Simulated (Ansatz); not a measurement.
Zincblende PbO (r2SCAN geometry), in Ansatz:

```cif
data_structure
_symmetry_space_group_name_H-M 'F-43m'
_symmetry_Int_Tables_number 216
_cell_length_a 5.5976
_cell_length_b 5.5976
_cell_length_c 5.5976
_cell_angle_alpha 90.000
_cell_angle_beta 90.000
_cell_angle_gamma 90.000
_cell_volume 175.39
loop_
_atom_site_label
_atom_site_type_symbol
_atom_site_symmetry_multiplicity
_atom_site_Wyckoff_symbol
_atom_site_fract_x
_atom_site_fract_y
_atom_site_fract_z
_atom_site_occupancy
Pb1 Pb 4 a 0.00000 0.00000 0.00000 1
O1 O 4 d 0.25000 0.25000 0.75000 1
```

G0W0@PBE with 240 empty bands, a screening cutoff of 180 eV and a 6×6×6 mesh (PAW, contour deformation) gives 0.652 eV over the mesh points, from a PBE gap of 0.470 eV; it sums over 250 bands with 259 plane waves in the screening and a wave cutoff of 420 eV. No extrapolation in bands, cutoff or mesh was made for G0W0. (Calculated; spin-unpolarised; the phase may be known or hypothetical.)

Problem. Estimate the gap with empty bands 99, screening cutoff 100 eV.

Solution. 0.445 eV (-0.207 eV), from a Kohn-Sham gap of 0.470 eV.

Problem. Estimate the gap with frequency model Godby-Needs pole.

Solution. 0.439 eV (-0.213 eV), from a Kohn-Sham gap of 0.470 eV.

Problem. Estimate the gap with potentials of the kind norm-conserving.

Solution. 0.645 eV (-0.007 eV), from a Kohn-Sham gap of 0.477 eV.

Problem. Estimate the gap with mesh 8×8×8, empty bands 71, screening cutoff 80 eV.

Solution. 0.334 eV (-0.318 eV), from a Kohn-Sham gap of 0.429 eV.

Spin-orbit coupling is left out; in compounds of Pb, Bi, Tl or Hg it can lower a gap by up to about 1 eV, split its edges or invert the bands.
